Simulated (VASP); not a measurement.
# AlN (F-43m) in VASP: band structure with PBE

Aim: the band structure of AlN with PBE.

Program: VASP 6.6.1. These are calculated values, not measurements. Logs are shortened: lines on timing, memory, paths and dates and some standing lists are left out, and cuts for length are marked.

### Step 1. Starting point

Symmetry: F-43m, No. 216, cubic system. The conventional cell has a = 4.400 Å, b = 4.400 Å, c = 4.400 Å, α = 90.00°, β = 90.00°, γ = 90.00°. Around Al (site symmetry -43m) lie 4 N at 1.91 Å. Around N (site symmetry -43m) lie 4 Al at 1.91 Å.

Measurements of this composition are mostly on another form, of space group No. 186.

### Step 2. Band structure, PBE

The input, INCAR:

```
SYSTEM = AlN
PREC = Accurate ; ENCUT = 700
EDIFF = 1E-7 ; ISMEAR = 0
SIGMA = 0.02 ; LREAL = .False.
LASPH = .True. ; NELM = 100
ALGO = Fast ; ISIF = 2
LWAVE = .False. ; LCHARG = .False.
GGA = PE
```

The input, KPOINTS:

```
regular mesh
0
Gamma
  12 12 12
  0 0 0
```

The input, POSCAR:

```
AlN                                     
1.0
    0.0000000000      2.2000575686      2.2000575686
    2.2000575686      0.0000000000      2.2000575686
    2.2000575686      2.2000575686      0.0000000000
  Al              N             
     1     1
Direct
     0.0000000000000000    0.0000000000000000    0.0000000000000000
     0.7500000000000000    0.7500000000000000    0.7500000000000000
```

The input, KPOINTS_OPT:

```
path GXWKGLUWLK,UX
15
line-mode
reciprocal
 0.0000000000  0.0000000000  0.0000000000  G
 0.5000000000  0.0000000000  0.5000000000  X

 0.5000000000  0.0000000000  0.5000000000  X
 0.5000000000  0.2500000000  0.7500000000  W

 0.5000000000  0.2500000000  0.7500000000  W
 0.3750000000  0.3750000000  0.7500000000  K

 0.3750000000  0.3750000000  0.7500000000  K
 0.0000000000  0.0000000000  0.0000000000  G

 0.0000000000  0.0000000000  0.0000000000  G
 0.5000000000  0.5000000000  0.5000000000  L

 0.5000000000  0.5000000000  0.5000000000  L
 0.6250000000  0.2500000000  0.6250000000  U

 0.6250000000  0.2500000000  0.6250000000  U
 0.5000000000  0.2500000000  0.7500000000  W

 0.5000000000  0.2500000000  0.7500000000  W
 0.5000000000  0.5000000000  0.5000000000  L

 0.5000000000  0.5000000000  0.5000000000  L
 0.3750000000  0.3750000000  0.7500000000  K

 0.6250000000  0.2500000000  0.6250000000  U
 0.5000000000  0.0000000000  0.5000000000  X
```

Potentials or basis: VASP PAW PBE potentials, release 64 (Al, N).

On the command line:

```sh
$ cat potpaw_PBE.64/Al/POTCAR potpaw_PBE.64/N/POTCAR > POTCAR
$ mpirun -np 1 vasp_std > vasp.out
```

OUTCAR:

```text
SYSTEM = AlN
   PREC = Accurate
   ENCUT = 700
   EDIFF = 1E-7
   ISMEAR = 0
   LREAL = .False.
   LASPH = .True.
   NELM = 100
   ISIF = 2
   GGA = PE

 ion  position               nearest neighbor table
   1  0.000  0.000  0.000-   2 1.91   2 1.91   2 1.91   2 1.91
   2  0.750  0.750  0.750-   1 1.91   1 1.91   1 1.91   1 1.91

  LATTYP: Found a face centered cubic cell.
 ALAT       =     4.4001151372

  Lattice vectors:

 A1 = (   0.0000000000,   2.2000575686,   2.2000575686)
 A2 = (   2.2000575686,   0.0000000000,   2.2000575686)
 A3 = (   2.2000575686,   2.2000575686,   0.0000000000)

Analysis of symmetry for initial positions (statically):
=====================================================================
 Subroutine PRICEL returns:
 Original cell was already a primitive cell.

 Routine SETGRP: Setting up the symmetry group for a
 face centered cubic supercell.

 Subroutine GETGRP returns: Found 24 space group operations
 (whereof 24 operations were pure point group operations)
 out of a pool of 48 trial point group operations.

The static configuration has the point symmetry T_d .

Analysis of symmetry for dynamics (positions and initial velocities):
=====================================================================
 Subroutine PRICEL returns:
 Original cell was already a primitive cell.

 Routine SETGRP: Setting up the symmetry group for a
 face centered cubic supercell.

 Subroutine GETGRP returns: Found 24 space group operations
 (whereof 24 operations were pure point group operations)
 out of a pool of 48 trial point group operations.

The dynamic configuration has the point symmetry T_d .

 Subroutine INISYM returns: Found 24 space group operations
 (whereof 24 operations are pure point group operations),
 and found     1 'primitive' translations

----------------------------------------------------------------------------------------

                                     Primitive cell

  volume of cell :      21.2977

  direct lattice vectors                    reciprocal lattice vectors
     0.000000000  2.200057569  2.200057569    -0.227266780  0.227266780  0.227266780
     2.200057569  0.000000000  2.200057569     0.227266780 -0.227266780  0.227266780
     2.200057569  2.200057569  0.000000000     0.227266780  0.227266780 -0.227266780

  length of vectors
     3.111351252  3.111351252  3.111351252     0.393637610  0.393637610  0.393637610

  position of ions in fractional coordinates (direct lattice)
     0.000000000  0.000000000  0.000000000
     0.750000000  0.750000000  0.750000000

  ion indices of the primitive-cell ions
   primitive index   ion index
                 1           1
                 2           2

----------------------------------------------------------------------------------------

 KPOINTS: regular mesh

Automatic generation of k-mesh.
 Grid dimensions read from file:
 generate k-points for:   12   12   12

 Generating k-lattice:

  Cartesian coordinates                     Fractional coordinates (reciprocal lattice)
    -0.018938898  0.018938898  0.018938898     0.083333333  0.000000000  0.000000000
     0.018938898 -0.018938898  0.018938898     0.000000000  0.083333333  0.000000000
     0.018938898  0.018938898 -0.018938898     0.000000000  0.000000000  0.083333333

  Length of vectors
     0.032803134  0.032803134  0.032803134

  Shift w.r.t. Gamma in fractional coordinates (k-lattice)
     0.000000000  0.000000000  0.000000000

 Subroutine IBZKPT returns following result:
 ===========================================

 Found     72 irreducible k-points:

 Following reciprocal coordinates:
            Coordinates               Weight
  0.000000  0.000000  0.000000      1.000000
  0.083333  0.000000  0.000000      8.000000
  0.166667  0.000000  0.000000      8.000000
  0.250000  0.000000  0.000000      8.000000
  0.333333  0.000000  0.000000      8.000000
  0.416667  0.000000  0.000000      8.000000
[... 16 lines left out ...]
  0.500000  0.166667  0.000000     24.000000
 -0.416667  0.166667  0.000000     24.000000
 [... further k-points ...]
   k-points           NKPTS =     72   k-points in BZ     NKDIM =     72   number of bands    NBANDS=      8
   number of dos      NEDOS =    301   number of ions     NIONS =      2
   total plane-waves  NPLWV =  21952
   dimension x,y,z NGX =    28 NGY =   28 NGZ =   28
   dimension x,y,z NGXF=    56 NGYF=   56 NGZF=   56
   ions per type =               1   1
   NGX,Y,Z   is equivalent  to a cutoff of  14.96, 14.96, 14.96 a.u.
   NGXF,Y,Z  is equivalent  to a cutoff of  29.92, 29.92, 29.92 a.u.
 SYSTEM =  AlN
   PREC   = accura    normal or accurate (medium, high low for compatibility)
   ISTART =      0    job   : 0-new  1-cont  2-samecut
   ICHARG =      2    charge: 1-file 2-atom 10-const
   ISPIN  =      1    spin polarized calculation?
   LNONCOLLINEAR =      F non collinear calculations
   LSORBIT =      F    spin-orbit coupling
   LASPH  =      T    aspherical Exc in radial PAW
   ENCUT  =  700.0 eV  51.45 Ry    7.17 a.u.   6.71  6.71  6.71*2*pi/ulx,y,z
   NELM   =    100;   NELMIN=  2; NELMDL= -5     # of ELM steps
   EDIFF  = 0.1E-06   stopping-criterion for ELM
   LREAL  =      F    real-space projection
   EDIFFG = 0.1E-05   stopping-criterion for IOM
   NSW    =      0    number of steps for IOM
   IBRION =     -1    ionic relax: 0-MD 1-quasi-New 2-CG
   NFREE  =      0    steps in history (QN), initial steepest desc. (CG)
   ISIF   =      2    stress and relaxation
   ISYM   =      2    0-nonsym 1-usesym 2-fastsym
   POTIM  = 0.5000    time-step for ionic-motion
   TEBEG  =    0.0;   TEEND  =   0.0 temperature during run
   PSTRESS=    0.0 pullay stress
   NELECT =       8.0000    total number of electrons
   NUPDOWN=      -1.0000    fix difference up-down
   EMIN   =  10.00;   EMAX   =-10.00  energy-range for DOS
   EFERMI =   0.00;   METHOD = LEGACY
   ISMEAR =     0;   SIGMA  =   0.02  broadening in eV -4-tet -1-fermi 0-gaus
   EFERMI_NEDOS =   21; number of points for ismear=-14 and -15
   IALGO  =     68    algorithm
   IMIX   =      4    mixing-type and parameters
     AMIX     =   0.40;   BMIX     =  1.00
     AMIX_MAG =   1.60;   BMIX_MAG =  1.00
  volume/ion in A,a.u.               =      10.65        71.86
  Fermi-wavevector in a.u.,A,eV,Ry     =   1.181211  2.232165 18.983654  1.395259
  Thomas-Fermi vector in A             =   2.317489
   LORBIT       =      0    0 simple, 1 ext, 2 COOP (PROOUT), +10 PAW based schemes
   GGA     = PE    functional components
   LHFCALC =     F    Hartree Fock is set to
   AEXX    =    0.0000 exact exchange contribution
   IVDW    =     0    specifies the selected vdW correction
   LEPSILON=     F    determine dielectric tensor
   LRPA    =     F    only Hartree local field effects (RPA)
 non-spin polarized calculation
 RMM-DIIS sequential band-by-band and
 Gauss-broadening in eV      SIGMA  =   0.02
  energy-cutoff  :      700.00
  volume of cell :       21.30
 maximum number of plane-waves:       934
   NGX = 13   NGY = 13   NGZ = 13

 number of electron       8.0000000 magnetization

 Free energy of the ion-electron system (eV)
  ---------------------------------------------------
  ext. energy  EPLUGINS =         0.00000000
  ---------------------------------------------------
  free energy    TOTEN  =       -14.85205350 eV

  energy without entropy =      -14.85205350  energy(sigma->0) =      -14.85205350

 E-fermi :   5.8732     XC(G=0): -10.8385

 val. band max:        5.7637963143   @ k =   0.0000   0.0000   0.0000
 cond. band min:       9.0708989896   @ k =   0.5000   0.5000   0.0000
 fundamental gap:      3.3071026754
 Fermi energy:         5.8731798879

 k-point     1 :       0.0000    0.0000    0.0000
  band No.  band energies     occupation
      1      -9.0909      2.00000
      2       5.7638      2.00000
      3       5.7638      2.00000
      4       5.7638      2.00000
      5       9.7681      0.00000
      6      18.1078      0.00000
      7      18.1078      0.00000
      8      18.1078      0.00000

 k-point     2 :       0.0833    0.0000    0.0000
  band No.  band energies     occupation
      1      -8.9915      2.00000
      2       5.1735      2.00000
      3       5.7275      2.00000
      4       5.7275      2.00000
      5      10.2586      0.00000
      6      17.8297      0.00000
      7      18.2070      0.00000
      8      18.2070      0.00000

 k-point     3 :       0.1667    0.0000    0.0000
  band No.  band energies     occupation
      1      -8.7039      2.00000
      2       3.9215      2.00000
      3       5.6321      2.00000
      4       5.6321      2.00000
      5      11.1963      0.00000
      6      17.2021      0.00000
      7      18.2787      0.00000
      8      18.2787      0.00000

 k-point     4 :       0.2500    0.0000    0.0000
  band No.  band energies     occupation
      1      -8.2638      2.00000
      2       2.5364      2.00000
      3       5.5093      2.00000
      4       5.5093      2.00000
      5      12.0341      0.00000
      6      16.5366      0.00000
      7      17.9104      0.00000
      8      17.9104      0.00000

 k-point     5 :       0.3333    0.0000    0.0000
  band No.  band energies     occupation
      1      -7.7473      2.00000
      2       1.2735      2.00000
      3       5.3944      2.00000
      4       5.3944      2.00000
      5      12.5842      0.00000
      6      15.9870      0.00000
      7      17.3411      0.00000
      8      17.3411      0.00000
[... 177 lines left out ...]
 k-point    22 :       0.4167    0.1667    0.0000
  band No.  band energies     occupation
      1      -7.3317      2.00000
      2       1.1697      2.00000
      3       4.5101      2.00000
      4       4.8640      2.00000
      5      12.5236      0.00000
      6      15.2614      0.00000
      7      17.2125      0.00000
      8      18.2968      0.00000

 k-point    23 :       0.5000    0.1667    0.0000
  band No.  band energies     occupation
      1      -6.9861      2.00000
      2       0.5463      2.00000
      3       4.2079      2.00000
      4       4.9154      2.00000
      5      12.8404      0.00000
      6      14.7542      0.00000
      7      17.6483      0.00000
      8      17.8771      0.00000

 k-point    24 :      -0.4167    0.1667    0.0000
  band No.  band energies     occupation
      1      -6.9330      2.00000
      2       0.4588      2.00000
      3       4.0053      2.00000
      4       5.0554      2.00000
      5      13.3020      0.00000
      6      14.3901      0.00000
      7      17.6430      0.00000
      8      17.7341      0.00000

 [... further k-points ...]

------------------------ aborting loop because EDIFF is reached ----------------------------------------

  FORCE on cell =-STRESS in cart. coord.  units (eV):
  Direction    XX          YY          ZZ          XY          YZ          ZX
  --------------------------------------------------------------------------------------
  -------------------------------------------------------------------------------------
  Total        0.0028235      0.0028235      0.0028235     -0.0000000      0.0000000      0.0000000
  in kB        0.2124061      0.2124061      0.2124061     -0.0000000      0.0000000      0.0000000
  external PRESSURE =       0.2124061 kB  Pullay stress =       0.0000000 kB

 VOLUME and BASIS-vectors are now :
 -----------------------------------------------------------------------------
  energy-cutoff  :      700.00
  volume of cell :       21.30
      direct lattice vectors                 reciprocal lattice vectors
     0.000000000  2.200057569  2.200057569    -0.227266780  0.227266780  0.227266780
     2.200057569  0.000000000  2.200057569     0.227266780 -0.227266780  0.227266780
     2.200057569  2.200057569  0.000000000     0.227266780  0.227266780 -0.227266780

 POSITION                                       TOTAL-FORCE (eV/Angst)
 -----------------------------------------------------------------------------------
      0.00000      0.00000      0.00000         0.000000      0.000000     -0.000000
      3.30009      3.30009      3.30009        -0.000000     -0.000000      0.000000
 -----------------------------------------------------------------------------------
    total drift:                               -0.000000     -0.000000     -0.000000

  FREE ENERGIE OF THE ION-ELECTRON SYSTEM (eV)
  ---------------------------------------------------
  free  energy   TOTEN  =       -14.8520535002 eV

  energy  without entropy=      -14.8520535002  energy(sigma->0) =      -14.85205350
```

Run time: 18 s. Hardware: 1 thread of Intel Xeon 6975P-C (Granite Rapids), shared host; peak memory 0.18 GiB.

What came out:

- Free energy: -14.8521 eV
- Pressure: 0.0 GPa
- Band gap on the k mesh: 3.31 eV, indirect (least direct gap 4.00 eV)
- Band gap along the path: 3.31 eV, indirect (least direct gap 4.00 eV)

Levels at the corners of the path, in eV from the valence-band top:
```tsv
point	band 2	band 3	band 4	band 5	band 6	band 7
Γ	0.00	0.00	0.00	4.00	12.34	12.34
X	-4.84	-1.75	-1.75	3.31	8.48	13.67
X	-4.84	-1.75	-1.75	3.31	8.48	13.67
W	-3.76	-3.36	-2.65	6.00	11.30	11.77
W	-3.76	-3.36	-2.65	6.00	11.30	11.77
K	-4.21	-3.57	-1.35	5.12	9.94	12.80
K	-4.21	-3.57	-1.35	5.12	9.94	12.80
Γ	0.00	0.00	0.00	4.00	12.34	12.34
Γ	0.00	0.00	0.00	4.00	12.34	12.34
L	-5.76	-0.48	-0.48	7.18	9.72	11.01
L	-5.76	-0.48	-0.48	7.18	9.72	11.01
U	-4.21	-3.57	-1.35	5.12	9.94	12.80
U	-4.21	-3.57	-1.35	5.12	9.94	12.80
W	-3.76	-3.36	-2.65	6.00	11.30	11.77
W	-3.76	-3.36	-2.65	6.00	11.30	11.77
L	-5.76	-0.48	-0.48	7.18	9.72	11.01
L	-5.76	-0.48	-0.48	7.18	9.72	11.01
K	-4.21	-3.57	-1.35	5.12	9.94	12.80
U	-4.21	-3.57	-1.35	5.12	9.94	12.80
X	-4.84	-1.75	-1.75	3.31	8.48	13.67
```
